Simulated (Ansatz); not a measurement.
The following input was run with Ansatz 0.2.0.

```yaml
crystal:
  lattice:
    - [2.8101831225, 0.0, 0.0]
    - [-1.4050915612, 2.4336899733, 0.0]
    - [0.0, 0.0, 20.898873169]
  atoms:
    - { symbol: Pt, position: [0.6666666667, 0.3333333333, 0.3588710233] }
    - { symbol: O, position: [0.6666666667, 0.3333333333, 0.4539101518] }
    - { symbol: Co, position: [0.0, 0.0, 0.5] }
    - { symbol: O, position: [0.3333333333, 0.6666666667, 0.5460898482] }
    - { symbol: Pt, position: [0.3333333333, 0.6666666667, 0.6411289767] }
basis:
  ecutwfc: 420
kpoints:
  mp_grid: { grid: [12, 12, 1] }
hamiltonian:
  xc: pbesol
scf:
  occupations: { method: gaussian, width: 0.1 }
output:
  forces: true
  eigenvalues: true
relax:
  adjacent_minimum: "off"
  f_tol: 0.02
  max_steps: 60
efield:
  axis: 3
  dipole_correction: true
  ramp_width: 0.04
```

Launched with
```bash
ansatz run input.yaml --threads 1 --pin off --max-ram 3072MiB --backend cpu --events-out ev --progress --plain --runs-dir out
```

Theory: DFT PBEsol, scalar-relativistic, plane waves, PAW in Ansatz 0.2.0.

From the run's log, abridged:

```
Pseudopotentials: kind: paw
Pseudopotential: Pt, paw, valence charge 18, recommended cutoff 420 eV (normal)
Pseudopotential: O, paw, valence charge 6, recommended cutoff 420 eV (normal)
Pseudopotential: Co, paw, valence charge 17, recommended cutoff 420 eV (normal)
Functional definition: PBEsol
Crystal: 5 atoms, lattice volume = 142.930 Å³
Basis set: ecut = 420 eV, 2829 PW (Γ), exchange–correlation on 40×40×288 points (8 copies of the dense FFT grid, shifted against one another)
Bands: 39, of which v1, the nominal top of the filled ones, is band 33 counted from 1 (32 counted from 0)
Symmetry: 6 space group operations
k-points: 19 of 144 (time reversal used)
Initial density: superposition of atomic densities (neutral atoms: chi_scale 0, normalization atom), corrected by the library's trained network
Initial wavefunctions: pseudopotential atomic-orbital guess
Functional: x = pbesol(κ = 0.804, μ = 0.12345679), c = pbesol(β = 0.046)
SCF iter   1: F=—  HF=-30978.045694 eV  |F-HF|=—  |Δ(HF+E_count)|=         —  Δρ=1.46e-2  dr2=3.26e-1  ethr=1.77e-3  p=0.000 e·Å  D=5.01e-14 V/Å  ΔV_dip= 0.00 eV  dr2_dipole=3.22e-6  V_vac-E_F(+/−)=5.04/5.04 eV  ⟨swp⟩=7.9  Hψ=3349  notcnv=0
efield: sawtooth ramp at fractional position 0.9800 (placed from the atoms, in the widest stretch of the axis that holds none; the zero of the levels goes with the place), width 0.0400; the density the first Hamiltonian is built on has a dipole p = 0.000 e·Å; the dipole correction subtracts the counter field D = 5.01e-14 V/Å, which shifts the + side's vacuum level by  0.00 eV against the − side's; the planar-averaged density in the ramp window peaks in size at 4.2e-5 e/Å³
SCF iter   2: F=—  HF=-30978.027966 eV  |F-HF|=—  |Δ(HF+E_count)|=   1.77e-2  Δρ=1.02e-2  dr2=9.78e-2  ethr=5.01e-4  p=0.000 e·Å  D=7.51e-6 V/Å  ΔV_dip= 0.00 eV  dr2_dipole=8.79e-6  V_vac-E_F(+/−)=5.43/5.43 eV  ⟨swp⟩=2.5  Hψ=1385  notcnv=0  defer=21
SCF iter   3: F=—  HF=-30978.007921 eV  |F-HF|=—  |Δ(HF+E_count)|=   2.00e-2  Δρ=3.51e-3  dr2=1.55e-2  ethr=1.50e-4  p=0.000 e·Å  D=5.89e-7 V/Å  ΔV_dip= 0.00 eV  dr2_dipole=3.47e-8  V_vac-E_F(+/−)=5.35/5.35 eV  ⟨swp⟩=2.5  Hψ=1411  notcnv=0  defer=21
SCF iter   4: F=—  HF=-30978.006938 eV  |F-HF|=—  |Δ(HF+E_count)|=   9.83e-4  Δρ=1.68e-3  dr2=3.18e-3  ethr=2.39e-5  p=0.000 e·Å  D=6.68e-6 V/Å  ΔV_dip= 0.00 eV  dr2_dipole=4.25e-8  V_vac-E_F(+/−)=5.42/5.42 eV  ⟨swp⟩=2.2  Hψ=1075  notcnv=0  defer=21
SCF iter   5: F=—  HF=-30978.006993 eV  |F-HF|=—  |Δ(HF+E_count)|=   5.52e-5  Δρ=9.35e-4  dr2=1.19e-3  ethr=4.89e-6  p=0.000 e·Å  D=3.84e-6 V/Å  ΔV_dip= 0.00 eV  dr2_dipole=5.05e-11  V_vac-E_F(+/−)=5.44/5.44 eV  ⟨swp⟩=2.2  Hψ=1006  notcnv=0  defer=21
SCF iter   6: F=—  HF=-30978.007030 eV  |F-HF|=—  |Δ(HF+E_count)|=   3.65e-5  Δρ=3.52e-4  dr2=1.83e-4  ethr=1.83e-6  p=0.000 e·Å  D=2.00e-6 V/Å  ΔV_dip= 0.00 eV  dr2_dipole=5.40e-10  V_vac-E_F(+/−)=5.46/5.46 eV  ⟨swp⟩=2.1  Hψ=978  notcnv=0  defer=21
SCF iter   7: F=—  HF=-30978.006993 eV  |F-HF|=—  |Δ(HF+E_count)|=   3.69e-5  Δρ=1.36e-4  dr2=1.38e-5  ethr=2.82e-7  p= 0.000 e·Å  D=-3.97e-8 V/Å  ΔV_dip=0.00 eV  dr2_dipole=2.54e-9  V_vac-E_F(+/−)=5.46/5.46 eV  ⟨swp⟩=2.2  Hψ=1101  notcnv=0  defer=21
SCF iter   8: F=—  HF=-30978.007029 eV  |F-HF|=—  |Δ(HF+E_count)|=   3.61e-5  Δρ=9.42e-5  dr2=1.95e-5  ethr=1.54e-8  p= 0.000 e·Å  D=-4.87e-7 V/Å  ΔV_dip=0.00 eV  dr2_dipole=6.67e-10  V_vac-E_F(+/−)=5.46/5.46 eV  ⟨swp⟩=11.7  Hψ=3496  notcnv=0
SCF iter   9: F=-30978.007028 eV  HF=-30978.007034 eV  |F-HF|=5.17e-6  |Δ(HF+E_count)|=   4.64e-6  Δρ=5.06e-5  dr2=5.90e-6  ethr=1.54e-8  p= 0.000 e·Å  D=-5.02e-7 V/Å  ΔV_dip=0.00 eV  dr2_dipole=2.26e-11  V_vac-E_F(+/−)=5.46/5.46 eV  ⟨swp⟩=5.8  Hψ=2605  notcnv=0
SCF iter  10: F=-30978.007033 eV  HF=-30978.007034 eV  |F-HF|=1.04e-6  |Δ(HF+E_count)|=   1.73e-7  Δρ=2.43e-5  dr2=1.14e-6  ethr=9.08e-9  p= 0.000 e·Å  D=-3.29e-7 V/Å  ΔV_dip=0.00 eV  dr2_dipole=2.07e-14  V_vac-E_F(+/−)=5.46/5.46 eV  ⟨swp⟩=4.2  Hψ=2282  notcnv=0
SCF 1 converged in 10 iterations: F = -30978.007033 eV  dr2 = 1.14e-6
relax step   1: F+E_penalty+E_count = -30978.00703276 eV  Δ(F+E_penalty+E_count) = +0.000e0 eV  max|allowed force component| = 7.393e-1 eV/Å  Δτ_max = 0.0000 Å  (10 SCF iters, dr2 threshold 1.00e-5 eV, accepted)
Initial density: handed on by an earlier stage of this run
Initial wavefunctions: those handed on with the density
SCF iter   1: F=—  HF=-30978.059872 eV  |F-HF|=—  |Δ(HF+E_count)|=         —  Δρ=1.00e-2  dr2=1.01e-1  ethr=1.41e-4  p= 0.000 e·Å  D=-3.29e-7 V/Å  ΔV_dip=0.00 eV  dr2_dipole=8.69e-12  V_vac-E_F(+/−)=5.54/5.54 eV  ⟨swp⟩=1.5  Hψ=2395  notcnv=0  defer=22
efield: sawtooth ramp at fractional position 0.9800 (handed on by an earlier solve), width 0.0400; the density the first Hamiltonian is built on has a dipole p =  0.000 e·Å; the dipole correction subtracts the counter field D = -3.29e-7 V/Å, which shifts the + side's vacuum level by +0.00 eV against the − side's; the planar-averaged density in the ramp window peaks in size at 1.6e-5 e/Å³
SCF iter   2: F=—  HF=-30978.053251 eV  |F-HF|=—  |Δ(HF+E_count)|=   6.62e-3  Δρ=3.98e-3  dr2=3.62e-2  ethr=1.41e-4  p= 0.000 e·Å  D=-1.14e-7 V/Å  ΔV_dip=0.00 eV  dr2_dipole=1.74e-12  V_vac-E_F(+/−)=5.54/5.54 eV  ⟨swp⟩=2.4  Hψ=1151  notcnv=0  defer=22
SCF iter   3: F=—  HF=-30978.053130 eV  |F-HF|=—  |Δ(HF+E_count)|=   1.21e-4  Δρ=3.18e-3  dr2=1.54e-2  ethr=5.57e-5  p= 0.000 e·Å  D=-1.70e-7 V/Å  ΔV_dip=0.00 eV  dr2_dipole=2.76e-11  V_vac-E_F(+/−)=5.53/5.53 eV  ⟨swp⟩=2.1  Hψ=1066  notcnv=0  defer=22
SCF iter   4: F=—  HF=-30978.051966 eV  |F-HF|=—  |Δ(HF+E_count)|=   1.16e-3  Δρ=8.98e-4  dr2=1.00e-3  ethr=2.37e-5  p=0.000 e·Å  D=2.18e-7 V/Å  ΔV_dip= 0.00 eV  dr2_dipole=3.65e-12  V_vac-E_F(+/−)=5.53/5.53 eV  ⟨swp⟩=2.0  Hψ=1005  notcnv=0  defer=22
SCF iter   5: F=—  HF=-30978.052387 eV  |F-HF|=—  |Δ(HF+E_count)|=   4.21e-4  Δρ=6.64e-4  dr2=9.14e-4  ethr=1.54e-6  p=0.000 e·Å  D=4.74e-8 V/Å  ΔV_dip= 0.00 eV  dr2_dipole=6.51e-12  V_vac-E_F(+/−)=5.53/5.53 eV  ⟨swp⟩=2.7  Hψ=1390  notcnv=0  defer=22
SCF iter   6: F=-30978.052421 eV  HF=-30978.052428 eV  |F-HF|=6.71e-6  |Δ(HF+E_count)|=   4.12e-5  Δρ=8.39e-5  dr2=1.60e-5  ethr=5.26e-8  p=0.000 e·Å  D=7.45e-8 V/Å  ΔV_dip= 0.00 eV  dr2_dipole=6.69e-13  V_vac-E_F(+/−)=5.53/5.53 eV  ⟨swp⟩=10.9  Hψ=3863  notcnv=0
SCF 2 converged in 6 iterations: F = -30978.052421 eV  dr2 = 1.60e-5
relax step   2: F+E_penalty+E_count = -30978.05242148 eV  Δ(F+E_penalty+E_count) = -4.539e-2 eV  max|allowed force component| = 3.323e-1 eV/Å  Δτ_max = 0.0471 Å  (6 SCF iters, dr2 threshold 3.42e-5 eV, accepted)
SCF iter   1: F=—  HF=-30978.069509 eV  |F-HF|=—  |Δ(HF+E_count)|=         —  Δρ=8.75e-3  dr2=9.92e-2  ethr=1.01e-3  p=0.000 e·Å  D=7.44e-8 V/Å  ΔV_dip= 0.00 eV  dr2_dipole=9.27e-13  V_vac-E_F(+/−)=5.60/5.60 eV  ⟨swp⟩=3.8  Hψ=1577  notcnv=0  defer=22
efield: sawtooth ramp at fractional position 0.9800 (handed on by an earlier solve), width 0.0400; the density the first Hamiltonian is built on has a dipole p = 0.000 e·Å; the dipole correction subtracts the counter field D = 7.44e-8 V/Å, which shifts the + side's vacuum level by  0.00 eV against the − side's; the planar-averaged density in the ramp window peaks in size at 1.6e-5 e/Å³
SCF iter   2: F=—  HF=-30978.064046 eV  |F-HF|=—  |Δ(HF+E_count)|=   5.46e-3  Δρ=2.83e-3  dr2=2.23e-2  ethr=1.53e-4  p=0.000 e·Å  D=3.91e-7 V/Å  ΔV_dip= 0.00 eV  dr2_dipole=4.33e-11  V_vac-E_F(+/−)=5.59/5.59 eV  ⟨swp⟩=1.8  Hψ=1006  notcnv=0  defer=22
SCF iter   3: F=—  HF=-30978.065194 eV  |F-HF|=—  |Δ(HF+E_count)|=   1.15e-3  Δρ=3.06e-3  dr2=1.66e-2  ethr=3.43e-5  p=0.000 e·Å  D=2.78e-7 V/Å  ΔV_dip= 0.00 eV  dr2_dipole=5.66e-12  V_vac-E_F(+/−)=5.60/5.60 eV  ⟨swp⟩=2.0  Hψ=1121  notcnv=0  defer=22
SCF iter   4: F=—  HF=-30978.063745 eV  |F-HF|=—  |Δ(HF+E_count)|=   1.45e-3  Δρ=7.64e-4  dr2=8.24e-4  ethr=2.56e-5  p=0.000 e·Å  D=6.47e-8 V/Å  ΔV_dip= 0.00 eV  dr2_dipole=1.76e-12  V_vac-E_F(+/−)=5.59/5.59 eV  ⟨swp⟩=2.0  Hψ=1046  notcnv=0  defer=22
SCF iter   5: F=—  HF=-30978.064073 eV  |F-HF|=—  |Δ(HF+E_count)|=   3.27e-4  Δρ=3.36e-4  dr2=2.22e-4  ethr=1.27e-6  p=0.000 e·Å  D=2.84e-8 V/Å  ΔV_dip= 0.00 eV  dr2_dipole=5.65e-12  V_vac-E_F(+/−)=5.59/5.59 eV  ⟨swp⟩=2.0  Hψ=1097  notcnv=0  defer=22
SCF iter   6: F=—  HF=-30978.064126 eV  |F-HF|=—  |Δ(HF+E_count)|=   5.30e-5  Δρ=5.32e-5  dr2=7.07e-6  ethr=1.06e-8  p=0.000 e·Å  D=4.53e-9 V/Å  ΔV_dip= 0.00 eV  dr2_dipole=1.73e-13  V_vac-E_F(+/−)=5.59/5.59 eV  ⟨swp⟩=11.3  Hψ=4095  notcnv=0
SCF iter   7: F=-30978.064126 eV  HF=-30978.064126 eV  |F-HF|=1.69e-7  |Δ(HF+E_count)|=   2.76e-7  Δρ=3.11e-5  dr2=1.54e-6  ethr=1.06e-8  p=0.000 e·Å  D=1.55e-8 V/Å  ΔV_dip= 0.00 eV  dr2_dipole=2.95e-14  V_vac-E_F(+/−)=5.59/5.59 eV  ⟨swp⟩=5.7  Hψ=2727  notcnv=0
SCF 3 converged in 7 iterations: F = -30978.064126 eV  dr2 = 1.54e-6
relax step   3: F+E_penalty+E_count = -30978.06412597 eV  Δ(F+E_penalty+E_count) = -1.170e-2 eV  max|allowed force component| = 4.158e-2 eV/Å  Δτ_max = 0.0385 Å  (7 SCF iters, dr2 threshold 6.90e-6 eV, accepted)
SCF iter   1: F=—  HF=-30978.064236 eV  |F-HF|=—  |Δ(HF+E_count)|=         —  Δρ=4.36e-4  dr2=4.17e-4  ethr=1.45e-6  p=0.000 e·Å  D=1.55e-8 V/Å  ΔV_dip= 0.00 eV  dr2_dipole=1.98e-14  V_vac-E_F(+/−)=5.59/5.59 eV  ⟨swp⟩=1.9  Hψ=1229  notcnv=0
efield: sawtooth ramp at fractional position 0.9800 (handed on by an earlier solve), width 0.0400; the density the first Hamiltonian is built on has a dipole p = 0.000 e·Å; the dipole correction subtracts the counter field D = 1.55e-8 V/Å, which shifts the + side's vacuum level by  0.00 eV against the − side's; the planar-averaged density in the ramp window peaks in size at 1.6e-5 e/Å³
SCF iter   2: F=—  HF=-30978.064182 eV  |F-HF|=—  |Δ(HF+E_count)|=   5.37e-5  Δρ=1.57e-4  dr2=6.08e-5  ethr=6.41e-7  p=0.000 e·Å  D=6.14e-9 V/Å  ΔV_dip= 0.00 eV  dr2_dipole=3.57e-13  V_vac-E_F(+/−)=5.59/5.59 eV  ⟨swp⟩=1.0  Hψ=893  notcnv=0
SCF iter   3: F=—  HF=-30978.064198 eV  |F-HF|=—  |Δ(HF+E_count)|=   1.60e-5  Δρ=2.16e-4  dr2=7.90e-5  ethr=9.35e-8  p=0.000 e·Å  D=1.24e-8 V/Å  ΔV_dip= 0.00 eV  dr2_dipole=4.87e-20  V_vac-E_F(+/−)=5.59/5.59 eV  ⟨swp⟩=2.3  Hψ=1048  notcnv=0
SCF iter   4: F=—  HF=-30978.064198 eV  |F-HF|=—  |Δ(HF+E_count)|=   1.90e-7  Δρ=6.74e-5  dr2=5.76e-6  ethr=9.35e-8  p=0.000 e·Å  D=9.70e-9 V/Å  ΔV_dip= 0.00 eV  dr2_dipole=3.94e-13  V_vac-E_F(+/−)=5.59/5.59 eV  ⟨swp⟩=1.8  Hψ=754  notcnv=0
SCF iter   5: F=—  HF=-30978.064200 eV  |F-HF|=—  |Δ(HF+E_count)|=   1.71e-6  Δρ=1.25e-5  dr2=4.45e-7  ethr=8.85e-9  p=0.000 e·Å  D=3.59e-9 V/Å  ΔV_dip= 0.00 eV  dr2_dipole=1.39e-12  V_vac-E_F(+/−)=5.59/5.59 eV  ⟨swp⟩=1.7  Hψ=874  notcnv=0
SCF iter   6: F=—  HF=-30978.064200 eV  |F-HF|=—  |Δ(HF+E_count)|=   4.51e-8  Δρ=6.26e-6  dr2=1.23e-7  ethr=1.54e-10  p=0.000 e·Å  D=1.46e-9 V/Å  ΔV_dip= 0.00 eV  dr2_dipole=3.93e-15  V_vac-E_F(+/−)=5.59/5.59 eV  ⟨swp⟩=9.0  Hψ=3234  notcnv=0
SCF iter   7: F=-30978.064200 eV  HF=-30978.064200 eV  |F-HF|=2.07e-8  |Δ(HF+E_count)|=   8.02e-8  Δρ=6.64e-6  dr2=5.09e-8  ethr=1.54e-10  p=0.000 e·Å  D=8.44e-10 V/Å  ΔV_dip= 0.00 eV  dr2_dipole=4.75e-16  V_vac-E_F(+/−)=5.60/5.60 eV  ⟨swp⟩=5.9  Hψ=2647  notcnv=0
SCF 4 converged in 7 iterations: F = -30978.064200 eV  dr2 = 5.09e-8
relax step   4: F+E_penalty+E_count = -30978.06420008 eV  Δ(F+E_penalty+E_count) = -7.411e-5 eV  max|allowed force component| = 1.698e-2 eV/Å  Δτ_max = 0.0010 Å  (7 SCF iters, accepted)
SCF converged after 7 iterations
Free energy (F): -30978.064200 eV
Harris-Foulkes:  -30978.064200 eV  (|F-HF|=2.07e-8)
Internal energy: -30978.031946 eV  (E = F + TS)
E sigma→0 (E₀):  -30978.048073 eV
Entropy (-TS):   -0.032254 eV (-6.451 meV/atom)
Fermi energy:    3.710502 eV
Dipole field:    D = 0.000000 V/Å  (p = 0.000000 e·Å, saw-weighted, corrected)
Work function:   Φ+ = 5.5949 eV   Φ− = 5.5948 eV
Levels:          The Fermi level and band energies are counted from a zero that moves with the ramp; work functions are not
--- Per-component energies (eV) ---
  E_band       = -1532.182165
  E_kinetic    = 2067.826861
  E_local      = -80801.787748  (includes V_loc(G=0)·N_el)
  E_nonlocal   = 962.153819
  E_hartree    = 39181.722573
  E_xc         = -817.609474
  E_vxc        = -987.715645  (∫ρ·V_xc dr)
  E_paw        = -20417.535997  (= ΣΔE_a)
  E_vpaw       = -1136.077107  (= ΣTr[D̂ρ^β])
  E_aug_tail   = 0.005083  (compensation charges beyond the density's cutoff)
  E_efield     = 0.000000  (sawtooth field / dipole correction)
  E_vefield    = 0.000000  (∫n·V_field dr)
  E_ewald      = 28846.359981
  E_core_change = 0.832957  (= ΣΔE_core)
  E_smearing   = -0.032254  (= −TS)
--- Forces (eV/Å), atoms counted from 1 ---
  atom   1  Pt     0.00000000     0.00000000    -0.00394252
  atom   2  O      0.00000000     0.00000000     0.01697926
  atom   3  Co     0.00000000     0.00000000    -0.00000032
  atom   4  O      0.00000000     0.00000000    -0.01697930
  atom   5  Pt     0.00000000     0.00000000     0.00394296
--- Band table (eV; the first three rows and the last of 19) ---
  k-point 0: bands = ["-94.4542", "-94.4542", "-91.5617", "-54.9996", "-54.9614", "-54.9614", "-48.6919", "-48.6918", "-48.4365", "-48.4365", "-48.4365", "-48.4365", "-17.5788", "-15.9145", "-5.1155", "-3.2876", "-2.9605", "-2.5790", "-2.5790", "-1.9231", "0.3418", "0.3418", "0.9094", "0.9094", "0.9134", "0.9134", "1.7934", "1.9998", "1.9998", "2.7910", "2.7910", "2.9233", "3.1830", "3.1830", "3.5083", "5.4948", "5.4948", "7.4654", "8.4406"]
  k-point 1: bands = ["-94.4530", "-94.4530", "-91.5611", "-54.9987", "-54.9670", "-54.9627", "-48.6894", "-48.6893", "-48.4574", "-48.4574", "-48.4417", "-48.4417", "-17.4947", "-15.9010", "-5.0066", "-3.3187", "-2.7431", "-2.5892", "-2.5387", "-1.6477", "-0.1253", "0.1468", "0.7948", "0.7989", "1.0855", "1.0880", "1.7972", "2.0818", "2.1302", "2.3382", "2.7557", "2.8355", "3.1724", "3.2677", "3.7550", "5.3444", "5.4498", "7.8015", "8.6462"]
  k-point 2: bands = ["-94.4497", "-94.4497", "-91.5596", "-54.9963", "-54.9825", "-54.9664", "-48.6825", "-48.6825", "-48.5140", "-48.5140", "-48.4558", "-48.4558", "-17.2567", "-15.8661", "-4.7136", "-3.6299", "-2.4318", "-2.2036", "-2.0352", "-1.3025", "-1.0547", "-0.2471", "0.5681", "0.5831", "1.5809", "1.5869", "1.6084", "1.7353", "2.3058", "2.3253", "2.4311", "2.6642", "3.1589", "3.5072", "4.0083", "5.1211", "5.3514", "8.5992", "9.1750"]
  k-point 18: bands = ["-94.4340", "-94.4340", "-91.5525", "-55.0198", "-55.0198", "-54.9847", "-48.6523", "-48.6522", "-48.6522", "-48.6522", "-48.6497", "-48.6497", "-15.8222", "-15.8222", "-3.7754", "-3.7754", "-3.3064", "-2.6169", "-2.6169", "-1.8580", "0.7785", "0.7859", "0.7859", "0.7888", "1.0334", "1.0334", "1.1898", "1.5725", "2.3315", "2.5396", "2.5396", "3.7950", "3.7950", "5.0654", "5.0654", "9.4676", "9.4676", "11.4788", "11.4820"]
--- Relaxed structure (4 steps of the walk, 4 accepted, 0 SCFs on fresh bases) ---
  F+E_penalty+E_count = -30978.06420008 eV   max|allowed force component| = 1.698e-2 eV/Å
  atoms:
    - { symbol: Pt, position: [0.66666666, 0.33333333, 0.35473973] }
    - { symbol: O, position: [0.66666666, 0.33333333, 0.45291479] }
    - { symbol: Co, position: [0.0, 0.0, 0.50000000] }
    - { symbol: O, position: [0.33333333, 0.66666666, 0.54708520] }
    - { symbol: Pt, position: [0.33333333, 0.66666666, 0.64526026] }
```

The relaxation met its thresholds.

Spin–orbit coupling is left out, which can shift energies with elements as heavy as these. Spin polarisation was left out, and a magnetic state may lie lower.